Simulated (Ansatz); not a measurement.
# Course of a relaxation: P

A trial structure of P was built thus: random cell by space group and Wyckoff sites (Pmmn, No. 59). Its size is a rough estimate.

```
P
1.0
     2.89206    0.00000    0.00000
     0.00000    3.72619    0.00000
     0.00000    0.00000    3.60799
P
2
Direct
  0.50000 0.00000 0.81698
  0.00000 0.50000 0.18302
```

Level of theory: DFT PBE, scalar-relativistic, plane waves, PAW (Ansatz 0.2.0). Cutoff 420 eV, Gaussian smearing, Γ-centred meshes. Cell and atoms relax first on a coarse mesh and then on a finer one. In between, the cell is made exact in the group found at 0.06 Å. In metals the finer mesh still leaves noise of several meV/atom or more. The steps can't lower the symmetry of their start. No spin polarisation.

Steps on the 6×6×6 mesh (2 atoms, 13 steps). The free energy counts from the last step; some steps are skipped; the plane-wave basis is renewed at times, which shifts energy and pressure.

| step | ΔF (meV/atom) | V (Å³/atom) | P (GPa) | largest force component (eV/Å) |
| --- | --- | --- | --- | --- |
| 1 | 437.4 | 19.44 | -12.97 | 1.008 |
| 2 | 244.3 | 17.94 | -8.00 | 0.664 |
| 4 | 111.6 | 16.58 | 0.46 | 0.195 |
| 5 | 78.2 | 16.81 | 3.16 | 0.797 |
| 6 | 50.2 | 17.63 | 8.28 | 0.839 |
| 8 | 2.5 | 18.71 | -0.72 | 0.027 |
| 9 | 7.6 | 18.70 | 0.27 | 0.013 |
| 10 | 1.7 | 18.62 | 0.02 | 0.067 |
| 12 | 1.1 | 18.61 | 0.00 | 0.002 |
| 13 | 0.0 | 18.61 | 0.11 | 0.002 |

The relaxed structure, after a last relaxation on the converged mesh:

```yaml
crystal:
  lattice:
    - [3.05332, 0.00000, 0.00000]
    - [0.00000, 3.05332, 0.00000]
    - [0.00000, 0.00000, 3.92110]
  atoms:
    - { symbol: P, position: [0.50000, 0.00000, 0.87926] }
    - { symbol: P, position: [0.00000, 0.50000, 0.12074] }
```

The symmetry goes from Pmmn (No. 59) to P4/nmm (No. 129). The volume per atom shrinks by 6.0 %, from 19.4 to 18.3 Å³. The shortest distance goes from 2.70 Å (P–P) to 2.36 Å (P–P). The energy falls by about 0.42 eV/atom (the start's value is from the coarse mesh). Around P lie 4 P at 2.36 Å.

```json
{
 "Volume per atom": "18.3 Å³",
 "Density": "2.8 g/cm³",
 "Energy over the standard state": "+0.43 eV/atom",
 "Gap on the 18×18×14 mesh of the 2-atom cell": "0 eV (a metal)"
}
```

Energies count from the standard state of P at the same level. The references include black phosphorus.

The last run used Gaussian smearing of 0.10 eV. Weakly bound directions are ill-defined at this level, which has no dispersion term. The reference form of P is held partly by dispersion forces, which this level lacks. A structure relaxed within its symmetry needn't be a true minimum. In all, the 3 runs took 2.9 min on 1 thread of Intel(R) Xeon(R) Processor @ 2.50GHz (Skylake/Cascade Lake) (shared host).
